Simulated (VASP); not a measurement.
# TaS2 in VASP: notebook

Runs on TaS2. Level: PBEsol. Tasks: single point.

Program: VASP 6.6.1. These are calculated values, not measurements. Logs are shortened: lines on timing, memory, paths and dates and some standing lists are left out, and cuts for length are marked.

## Step 1: The slab as given

The cell holds a slab with vacuum, 3 atoms: a = 3.350 Å, b = 3.350 Å, c = 20.930 Å, α = 90.00°, β = 90.00°, γ = 120.00°.

## Step 2: Single point, PBEsol

INCAR reads:

```
ALGO = Normal ; DIPOL = 0.5 0.5 0.500
EDIFF = 1E-7 ; ENCUT = 750
GGA = PS ; IDIPOL = 3
ISIF = 2 ; ISMEAR = 1
LASPH = T ; LCHARG = F
LDIPOL = T ; LREAL = F
LVACPOTAV = T ; LVHAR = T
LWAVE = F ; NBANDS = 22
NELM = 120 ; PREC = Accurate
SIGMA = 0.1
```

KPOINTS reads:

```
k-points
0
Gamma
  17 17 1
```

POSCAR reads:

```
TaS2
1.0
    3.3500000000      0.0000000000      0.0000000000
   -1.6750000000      2.9011851000      0.0000000000
    0.0000000000      0.0000000000     20.9300000000
S Ta
2 1
Direct
    0.6666666667      0.3333333333      0.4300047778
    0.3333333333      0.6666666667      0.5699952222
    0.0000000000      0.0000000000      0.5000000000
```

Potentials or basis: VASP PAW PBE potentials, release 64 (S, Ta_pv).

Run with:

```
> cat potpaw_PBE.64/S/POTCAR potpaw_PBE.64/Ta_pv/POTCAR > POTCAR
> mpirun -np 1 vasp_std > vasp.out
```

OUTCAR:

```text
EDIFF = 1E-7
   ENCUT = 750
   GGA = PS
   ISIF = 2
   ISMEAR = 1
   LASPH = T
   LREAL = F
   NELM = 120
   PREC = Accurate

 Found     33 irreducible k-points:

 Following reciprocal coordinates:
            Coordinates               Weight
  0.000000  0.000000  0.000000      1.000000
  0.058824 -0.000000  0.000000      6.000000
  0.117647  0.000000  0.000000      6.000000
  0.176471 -0.000000  0.000000      6.000000
  0.235294  0.000000  0.000000      6.000000
  0.294118  0.000000  0.000000      6.000000
   k-points           NKPTS =     33   k-points in BZ     NKDIM =     33   number of bands    NBANDS=     22
   number of dos      NEDOS =    301   number of ions     NIONS =      3
   total plane-waves  NPLWV = 172800
   dimension x,y,z NGX =    30 NGY =   30 NGZ =  192
   dimension x,y,z NGXF=    60 NGYF=   60 NGZF=  384
   ions per type =               2   1
   NGX,Y,Z   is equivalent  to a cutoff of  14.89, 14.89, 15.25 a.u.
   NGXF,Y,Z  is equivalent  to a cutoff of  29.78, 29.78, 30.50 a.u.
 SYSTEM =  unknown system
   PREC   = accura    normal or accurate (medium, high low for compatibility)
   ISTART =      0    job   : 0-new  1-cont  2-samecut
   ICHARG =      2    charge: 1-file 2-atom 10-const
   ISPIN  =      1    spin polarized calculation?
   LNONCOLLINEAR =      F non collinear calculations
   LSORBIT =      F    spin-orbit coupling
   LASPH  =      T    aspherical Exc in radial PAW
   ENCUT  =  750.0 eV  55.12 Ry    7.42 a.u.   7.48  7.48 46.74*2*pi/ulx,y,z
   NELM   =    120;   NELMIN=  2; NELMDL= -5     # of ELM steps
   EDIFF  = 0.1E-06   stopping-criterion for ELM
   LREAL  =      F    real-space projection
   EDIFFG = 0.1E-05   stopping-criterion for IOM
   NSW    =      0    number of steps for IOM
   IBRION =     -1    ionic relax: 0-MD 1-quasi-New 2-CG
   NFREE  =      0    steps in history (QN), initial steepest desc. (CG)
   ISIF   =      2    stress and relaxation
   ISYM   =      2    0-nonsym 1-usesym 2-fastsym
   POTIM  = 0.5000    time-step for ionic-motion
   TEBEG  =    0.0;   TEEND  =   0.0 temperature during run
   PSTRESS=    0.0 pullay stress
   NELECT =      23.0000    total number of electrons
   NUPDOWN=      -1.0000    fix difference up-down
   EMIN   =  10.00;   EMAX   =-10.00  energy-range for DOS
   EFERMI =   0.00;   METHOD = LEGACY
   ISMEAR =     1;   SIGMA  =   0.10  broadening in eV -4-tet -1-fermi 0-gaus
   EFERMI_NEDOS =   21; number of points for ismear=-14 and -15
   IALGO  =     38    algorithm
   IMIX   =      4    mixing-type and parameters
     AMIX     =   0.40;   BMIX     =  1.00
     AMIX_MAG =   1.60;   BMIX_MAG =  1.00
  volume/ion in A,a.u.               =      67.81       457.58
  Fermi-wavevector in a.u.,A,eV,Ry     =   0.791628  1.495959  8.526422  0.626674
  Thomas-Fermi vector in A             =   1.897205
   LORBIT       =      0    0 simple, 1 ext, 2 COOP (PROOUT), +10 PAW based schemes
   GGA     = PS    functional components
   LHFCALC =     F    Hartree Fock is set to
   AEXX    =    0.0000 exact exchange contribution
   IVDW    =     0    specifies the selected vdW correction
   LEPSILON=     F    determine dielectric tensor
   LRPA    =     F    only Hartree local field effects (RPA)
 non-spin polarized calculation
 Methfessel and Paxton  Order N= 1 SIGMA  =   0.10
  energy-cutoff  :      750.00
  volume of cell :      203.42
 maximum number of plane-waves:      9555
 NGX is ok and might be reduce to    30
   NGX = 15   NGY = 15   NGZ = 93

 number of electron      23.0000001 magnetization

 dipolmoment           0.000000      0.000000      0.000000 electrons x Angstroem

 Free energy of the ion-electron system (eV)
  ---------------------------------------------------
  ext. energy  EPLUGINS =         0.00000000
  ---------------------------------------------------
  free energy    TOTEN  =       -24.45714308 eV

  energy without entropy =      -24.45806018  energy(sigma->0) =      -24.45744878

 E-fermi :  -2.0955     XC(G=0):  -3.4274

 val. band max:       -2.1008042536   @ k =   0.0000   0.0000   0.0000
 cond. band min:      -2.0872610972   @ k =   0.2353   0.1176   0.0000
 fundamental gap:      0.0135431565
 Fermi energy:        -2.0954521307

 k-point     1 :       0.0000    0.0000    0.0000
  band No.  band energies     occupation
      1     -37.3079      2.00000
      2     -37.2814      2.00000
      3     -37.2814      2.00000
      4     -17.0627      2.00000
      5     -15.3265      2.00000
      6      -8.4566      2.00000
      7      -6.3278      2.00000
      8      -6.3278      2.00000
      9      -4.6605      2.00000
     10      -2.8853      2.00000
     11      -2.8853      2.00000
     12      -2.1008      1.09044
     13      -2.1008      1.09044
     14      -1.4846     -0.00000
     15       2.2642      0.00000
     16       2.2642      0.00000
     17       2.4335      0.00000
     18       2.6268      0.00000
     19       3.2469      0.00000
     20       3.3300      0.00000
     21       4.3567      0.00000
     22       4.3672      0.00000

 k-point     2 :       0.0588   -0.0000    0.0000
  band No.  band energies     occupation
      1     -37.3059      2.00000
      2     -37.2920      2.00000
      3     -37.2838      2.00000
      4     -17.0070      2.00000
      5     -15.3244      2.00000
      6      -8.3940      2.00000
      7      -6.4882      2.00000
      8      -6.2972      2.00000
      9      -4.5106      2.00000
     10      -3.3840      2.00000
     11      -3.1652      2.00000
     12      -1.9720     -0.07089
     13      -1.8007     -0.00025
     14      -1.3462     -0.00000
     15       2.0096      0.00000
     16       2.2328      0.00000
     17       2.5399      0.00000
     18       2.7209      0.00000
     19       3.3315      0.00000
     20       3.6210      0.00000
     21       4.4658      0.00000
     22       4.4814      0.00000

 k-point     3 :       0.1176    0.0000    0.0000
  band No.  band energies     occupation
      1     -37.3222      2.00000
      2     -37.3001      2.00000
      3     -37.2907      2.00000
      4     -16.8446      2.00000
      5     -15.3182      2.00000
      6      -8.2123      2.00000
      7      -6.8187      2.00000
      8      -6.2158      2.00000
      9      -4.3033      2.00000
     10      -4.2038      2.00000
     11      -3.5979      2.00000
     12      -2.0287      0.10371
     13      -1.3131     -0.00000
     14      -1.0090     -0.00000
     15       1.6046      0.00000
     16       2.1752      0.00000
     17       2.8074      0.00000
     18       2.9745      0.00000
     19       3.5696      0.00000
     20       4.1673      0.00000
     21       4.7351      0.00000
     22       4.8522      0.00000

 k-point     4 :       0.1765   -0.0000    0.0000
  band No.  band energies     occupation
      1     -37.3676      2.00000
      2     -37.3010      2.00000
      3     -37.2913      2.00000
      4     -16.5898      2.00000
      5     -15.3073      2.00000
      6      -7.9385      2.00000
      7      -7.1336      2.00000
      8      -6.1156      2.00000
      9      -5.2459      2.00000
     10      -4.0404      2.00000
     11      -3.9653      2.00000
     12      -2.2415      2.05872
     13      -0.8639     -0.00000
     14      -0.6616     -0.00000
     15       1.3858      0.00000
     16       2.1652      0.00000
     17       3.1649      0.00000
     18       3.3450      0.00000
     19       3.9229      0.00000
     20       4.7272      0.00000
     21       5.0217      0.00000
     22       5.3059      0.00000

 k-point     5 :       0.2353    0.0000    0.0000
  band No.  band energies     occupation
      1     -37.4218      2.00000
      2     -37.3135      2.00000
      3     -37.2806      2.00000
      4     -16.2691      2.00000
      5     -15.2873      2.00000
      6      -7.7132      2.00000
      7      -7.2635      2.00000
      8      -6.1557      2.00000
      9      -6.0468      2.00000
     10      -4.2036      2.00000
     11      -4.0659      2.00000
     12      -2.5272      2.00000
     13      -0.5059     -0.00000
     14      -0.3409     -0.00000
     15       1.5199      0.00000
     16       2.2501      0.00000
     17       3.5951      0.00000
     18       3.7975      0.00000
     19       4.3679      0.00000
     20       4.9063      0.00000
     21       5.2831      0.00000
     22       5.4221      0.00000

 k-point     6 :       0.2941    0.0000    0.0000
  band No.  band energies     occupation
      1     -37.4772      2.00000
      2     -37.3264      2.00000
      3     -37.2696      2.00000
      4     -15.9328      2.00000
      5     -15.2392      2.00000
      6      -7.8480      2.00000
      7      -7.1294      2.00000
      8      -6.7285      2.00000
      9      -6.0493      2.00000
     10      -4.3192      2.00000
     11      -4.2917      2.00000
     12      -2.7832      2.00000
     13      -0.2297     -0.00000
     14      -0.0295      0.00000
     15       1.9873      0.00000
     16       2.4131      0.00000
     17       3.9916      0.00000
     18       4.1830      0.00000
     19       4.7123      0.00000
     20       4.8320      0.00000
     21       4.9152      0.00000
     22       5.8937      0.00000

 [... further k-points ...]

------------------------ aborting loop because EDIFF is reached ----------------------------------------

  FORCE on cell =-STRESS in cart. coord.  units (eV):
  Direction    XX          YY          ZZ          XY          YZ          ZX
  --------------------------------------------------------------------------------------
  -------------------------------------------------------------------------------------
  Total        0.9988314      0.9988314      2.9634504     -0.0000000     -0.0000000     -0.0000000
  in kB        7.8670748      7.8670748     23.3409628     -0.0000000     -0.0000000     -0.0000000
  external PRESSURE =      13.0250375 kB  Pullay stress =       0.0000000 kB

 VOLUME and BASIS-vectors are now :
 -----------------------------------------------------------------------------
  energy-cutoff  :      750.00
  volume of cell :      203.42
      direct lattice vectors                 reciprocal lattice vectors
     3.350000000  0.000000000  0.000000000     0.298507463  0.172343364  0.000000000
    -1.675000000  2.901185100  0.000000000     0.000000000  0.344686728  0.000000000
     0.000000000  0.000000000 20.930000000     0.000000000  0.000000000  0.047778309

 POSITION                                       TOTAL-FORCE (eV/Angst)
 -----------------------------------------------------------------------------------
      1.67500      0.96706      9.00000        -0.000000      0.000000     -1.013257
     -0.00000      1.93412     11.93000         0.000000     -0.000000      1.013257
      0.00000      0.00000     10.46500        -0.000000      0.000000      0.000000
 -----------------------------------------------------------------------------------
    total drift:                                0.000000      0.000000      0.000000

  FREE ENERGIE OF THE ION-ELECTRON SYSTEM (eV)
  ---------------------------------------------------
  free  energy   TOTEN  =       -24.4571430763 eV

  energy  without entropy=      -24.4580601811  energy(sigma->0) =      -24.45744878

 vacuum level on the upper side and lower side of the slab         2.982         2.982
```

Wall time 2.8 min (1 thread of AMD EPYC 9R45 (Zen 5), shared host); peak memory 0.51 GiB.

The run converged, but some of its settings lie outside the range that counts as converged, so its numbers aren't taken as properties of the slab.

What came out:

```yaml
Free_energy: -24.4571 eV
Largest_force: 1.013 eV/Å
Band_gap_on_the_k_mesh: none (metal or under the smearing width)
Work_function_of_the_upper_face: 5.08 eV
Work_function_of_the_lower_face: 5.08 eV
```

Caveat: the PAW data sets were made with another functional, which shifts forces and pressure a little.

## Step 3: Single point, PBEsol

This run uses another cell than the first one, of 48.37 Å³/atom, 0.713 times its volume.

Changes to INCAR since step 2:

```diff
@@ -1,3 +1,3 @@
 ALGO = Normal ; DIPOL = 0.5 0.5 0.500
-EDIFF = 1E-7 ; ENCUT = 750
+EDIFF = 1E-7 ; ENCUT = 280
 GGA = PS ; IDIPOL = 3
```

KPOINTS reads:

```
k-points
0
Gamma
  7 7 1
```

POSCAR reads:

```
TaS2
1.0
    3.3500000000      0.0000000000      0.0000000000
   -1.6750000000      2.9011851000      0.0000000000
    0.0000000000      0.0000000000     14.9300000000
S Ta
2 1
Direct
    0.6666666667      0.3333333333      0.4018754186
    0.3333333333      0.6666666667      0.5981245814
    0.0000000000      0.0000000000      0.5000000000
```

Potentials or basis: VASP PAW PBE potentials, release 64 (S, Ta_pv).

Run with:

```
> cat potpaw_PBE.64/S/POTCAR potpaw_PBE.64/Ta_pv/POTCAR > POTCAR
> mpirun -np 1 vasp_std > vasp.out
```

It took 8.2 s on 1 thread of AMD EPYC 9R45 (Zen 5), shared host; peak memory 0.13 GiB.

These settings aren't checked as converged: the numbers below hold their error.

Results:

```yaml
Free_energy: -24.3827 eV
Largest_force: 0.897 eV/Å
Band_gap_on_the_k_mesh: none (metal or under the smearing width)
Work_function_of_the_upper_face: 5.00 eV
Work_function_of_the_lower_face: 5.00 eV
```

Caveat: the cutoff is under 1.25 times the usual one of these potentials, so pressure, stress and relaxed cells hold a basis-set (Pulay) error; the PAW data sets were made with another functional, which shifts forces and pressure a little.
